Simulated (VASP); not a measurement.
# Fe3Ge (Fm-3m) in VASP: single point with PBEsol

Aim: the single point of Fe3Ge with PBEsol.

All numbers are computed with VASP 6.6.1; they aren't measurements. Logs are shortened: lines on timing, memory, paths and dates and some standing lists are left out, and cuts for length are marked.

### Step 1. The cell of the first run

The structure is cubic, space group Fm-3m (No. 225). Conventional cell: a = 5.632 Å, b = 5.632 Å, c = 5.632 Å, α = 90.00°, β = 90.00°, γ = 90.00°. Fe (site symmetry m-3m) is surrounded by 8 Fe at 2.44 Å. Around Fe (site symmetry -43m) lie 4 Fe at 2.44 Å and 4 Ge at 2.44 Å. Around Ge (site symmetry m-3m) lie 8 Fe at 2.44 Å.

The cell comes from a database or a generator and needn't be the stable form of this composition.

### Step 2. Single point, PBEsol, collinear spin, typed start (relaxed again under DFT PBEsol, scalar-relativistic, plane waves, PAW)

INCAR reads:

```
PREC = Accurate
ENCUT = 520
EDIFF = 1E-7
ISMEAR = 0
SIGMA = 0.1
LREAL = False
LASPH = True
NELM = 150
ALGO = Normal
ISIF = 2
LWAVE = False
LCHARG = True
ISPIN = 2
MAGMOM = 2.81 1.71 1.71 0
LORBIT = 11
LMAXMIX = 4
GGA = PS
LELF = True
LVHAR = True
NBANDS = 31
```

KPOINTS reads:

```
Automatic mesh
0
Gamma
  12 12 12
```

POSCAR reads:

```
Fe3Ge
1.0
    0.0000000000      2.8160343458      2.8160343458
    2.8160343458      0.0000000000      2.8160343458
    2.8160343458      2.8160343458      0.0000000000
Fe Ge
3 1
Direct
    0.5000000000      0.5000000000      0.5000000000
    0.2500000000      0.2500000000      0.2500000000
    0.7500000000      0.7500000000      0.7500000000
    0.0000000000      0.0000000000      0.0000000000
```

Potentials or basis: VASP PAW PBE potentials, release 64 (Fe, Ge_d).

Command:

```console
$ cat potpaw_PBE.64/Fe/POTCAR potpaw_PBE.64/Ge_d/POTCAR > POTCAR
$ mpirun -np 1 vasp_std > vasp.out
```

OUTCAR:

```text
PREC = Accurate
   ENCUT = 520
   EDIFF = 1E-7
   ISMEAR = 0
   LREAL = False
   LASPH = True
   NELM = 150
   ISIF = 2
   ISPIN = 2
   LORBIT = 11
   GGA = PS

 ion  position               nearest neighbor table
   1  0.500  0.500  0.500-   2 2.44   2 2.44   2 2.44   3 2.44   3 2.44   3 2.44   3 2.44   2 2.44
                             4 2.82   4 2.82   4 2.82   4 2.82   4 2.82   4 2.82
   2  0.250  0.250  0.250-   4 2.44   4 2.44   4 2.44   1 2.44   1 2.44   1 2.44   4 2.44   1 2.44
                             3 2.82   3 2.82   3 2.82   3 2.82   3 2.82   3 2.82
   3  0.750  0.750  0.750-   1 2.44   1 2.44   1 2.44   4 2.44   4 2.44   4 2.44   4 2.44   1 2.44
                             2 2.82   2 2.82   2 2.82   2 2.82   2 2.82   2 2.82
   4  0.000  0.000  0.000-   3 2.44   3 2.44   3 2.44   2 2.44   2 2.44   2 2.44   3 2.44   2 2.44
                             1 2.82   1 2.82   1 2.82   1 2.82   1 2.82   1 2.82

  LATTYP: Found a face centered cubic cell.
 ALAT       =     5.6320686916

  Lattice vectors:

 A1 = (   0.0000000000,   2.8160343458,   2.8160343458)
 A2 = (   2.8160343458,   0.0000000000,   2.8160343458)
 A3 = (   2.8160343458,   2.8160343458,   0.0000000000)

Analysis of symmetry for initial positions (statically):
=====================================================================
 Subroutine PRICEL returns:
 Original cell was already a primitive cell.

 Routine SETGRP: Setting up the symmetry group for a
 face centered cubic supercell.

 Subroutine GETGRP returns: Found 48 space group operations
 (whereof 48 operations were pure point group operations)
 out of a pool of 48 trial point group operations.

The static configuration has the point symmetry O_h .

Analysis of symmetry for dynamics (positions and initial velocities):
=====================================================================
 Subroutine PRICEL returns:
 Original cell was already a primitive cell.

 Routine SETGRP: Setting up the symmetry group for a
 face centered cubic supercell.

 Subroutine GETGRP returns: Found 48 space group operations
 (whereof 48 operations were pure point group operations)
 out of a pool of 48 trial point group operations.

The dynamic configuration has the point symmetry O_h .

Analysis of structural, dynamic, and magnetic symmetry:
=====================================================================
 Subroutine PRICEL returns:
 Original cell was already a primitive cell.

 Routine SETGRP: Setting up the symmetry group for a
 face centered cubic supercell.

[... 137 lines left out ...]
   LEPSILON=     F    determine dielectric tensor
   LRPA    =     F    only Hartree local field effects (RPA)
 spin polarized calculation
 Gauss-broadening in eV      SIGMA  =   0.10
  energy-cutoff  :      520.00
  volume of cell :       44.66
 maximum number of plane-waves:      1243
 NGX is ok and might be reduce to    30
   NGX = 15   NGY = 15   NGZ = 15

 number of electron      37.9999999 magnetization       5.1163340

 Free energy of the ion-electron system (eV)
  ---------------------------------------------------
  ext. energy  EPLUGINS =         0.00000000
  ---------------------------------------------------
  free energy    TOTEN  =       -32.36882461 eV

  energy without entropy =      -32.35494261  energy(sigma->0) =      -32.36188361

 E-fermi :   7.9103     XC(G=0): -13.6197

 val. band max:        7.9086195958   @ k =   0.5000   0.2500   0.0000
 cond. band min:       7.9175522161   @ k =   0.5000   0.2500   0.0833
 fundamental gap:      0.0089326203
 Fermi energy:         7.9102688524

 spin component 1

 k-point     1 :       0.0000    0.0000    0.0000
  band No.  band energies     occupation
      1     -16.5549      1.00000
      2     -16.5549      1.00000
      3     -16.5549      1.00000
      4     -16.5262      1.00000
      5     -16.5262      1.00000
      6      -4.4148      1.00000
[... 805 lines left out ...]
     30      19.3458      0.00000
     31      19.8372      0.00000

 [... further k-points ...]

 spin component 2

 k-point     1 :       0.0000    0.0000    0.0000
  band No.  band energies     occupation
      1     -16.5635      1.00000
      2     -16.5635      1.00000
      3     -16.5635      1.00000
      4     -16.5404      1.00000
      5     -16.5404      1.00000
      6      -4.3567      1.00000
[... 805 lines left out ...]
     30      19.8106      0.00000
     31      20.3281      0.00000

 [... further k-points ...]

------------------------ aborting loop because EDIFF is reached ----------------------------------------

  FORCE on cell =-STRESS in cart. coord.  units (eV):
  Direction    XX          YY          ZZ          XY          YZ          ZX
  --------------------------------------------------------------------------------------
  -------------------------------------------------------------------------------------
  Total        0.0755780      0.0755780      0.0755780      0.0000000      0.0000000      0.0000000
  in kB        2.7112054      2.7112054      2.7112054      0.0000000      0.0000000      0.0000000
  external PRESSURE =       2.7112054 kB  Pullay stress =       0.0000000 kB

 VOLUME and BASIS-vectors are now :
 -----------------------------------------------------------------------------
  energy-cutoff  :      520.00
  volume of cell :       44.66
      direct lattice vectors                 reciprocal lattice vectors
     0.000000000  2.816034346  2.816034346    -0.177554653  0.177554653  0.177554653
     2.816034346  0.000000000  2.816034346     0.177554653 -0.177554653  0.177554653
     2.816034346  2.816034346  0.000000000     0.177554653  0.177554653 -0.177554653

 POSITION                                       TOTAL-FORCE (eV/Angst)
 -----------------------------------------------------------------------------------
      2.81603      2.81603      2.81603         0.000000      0.000000      0.000000
      1.40802      1.40802      1.40802         0.000000      0.000000      0.000000
      4.22405      4.22405      4.22405        -0.000000     -0.000000     -0.000000
      0.00000      0.00000      0.00000         0.000000      0.000000      0.000000
 -----------------------------------------------------------------------------------
    total drift:                                0.000000     -0.000000     -0.000000

  FREE ENERGIE OF THE ION-ELECTRON SYSTEM (eV)
  ---------------------------------------------------
  free  energy   TOTEN  =       -32.3688246117 eV

  energy  without entropy=      -32.3549426146  energy(sigma->0) =      -32.36188361

 total charge

# of ion       s       p       d       tot
------------------------------------------
    1        0.483   0.561   6.269   7.313
    2        0.432   0.565   6.490   7.487
    3        0.432   0.565   6.490   7.487
    4        1.067   1.353  10.159  12.579
--------------------------------------------------
tot          2.413   3.043  29.409  34.865

 magnetization (x)

# of ion       s       p       d       tot
------------------------------------------
    1       -0.005  -0.022   2.549   2.522
    2       -0.010  -0.025   1.352   1.317
    3       -0.010  -0.025   1.352   1.317
    4        0.004  -0.057  -0.011  -0.065
--------------------------------------------------
tot         -0.021  -0.129   5.242   5.091
```

OSZICAR:

```text
N       E                     dE             d eps       ncg     rms          rms(c)
DAV:   1     0.297340194482E+03    0.29734E+03   -0.16060E+04 10039   0.266E+03
[... 11 lines left out ...]
DAV:  13    -0.323688285606E+02    0.14816E-03   -0.38086E-04 15467   0.348E-01    0.727E-02
DAV:  14    -0.323688243682E+02    0.41925E-05   -0.10466E-04 13029   0.117E-01    0.361E-02
DAV:  15    -0.323688272243E+02   -0.28561E-05   -0.17074E-05 11132   0.682E-02    0.205E-02
DAV:  16    -0.323688251928E+02    0.20315E-05   -0.32029E-06 13760   0.275E-02    0.777E-03
DAV:  17    -0.323688249190E+02    0.27378E-06   -0.70526E-07 12338   0.119E-02    0.274E-03
DAV:  18    -0.323688246485E+02    0.27048E-06   -0.17472E-07  6384   0.361E-03    0.108E-03
DAV:  19    -0.323688246117E+02    0.36774E-07   -0.24351E-08  4709   0.224E-03
   1 F= -.32368825E+02 E0= -.32361884E+02  d E =-.138820E-01  mag=     5.1163
```

It took 4.5 min on 1 thread of Intel Xeon Platinum 8488C (Sapphire Rapids), shared host; peak memory 0.29 GiB.

What came out:

| Item | Value |
| --- | --- |
| Free energy | -32.3688 eV |
| Pressure | 0.3 GPa |
| Band gap on the k mesh | none (metal or under the smearing width) |
| Net moment | 5.12 μB per cell |
| Site moments | Fe +2.52, +1.32; Ge -0.07 μB |
| Valence electrons inside the program's atomic spheres | Fe 7.31, 7.49; Ge 12.58 |

Caveat: the PAW data sets were made with another functional, which shifts forces and pressure a little.
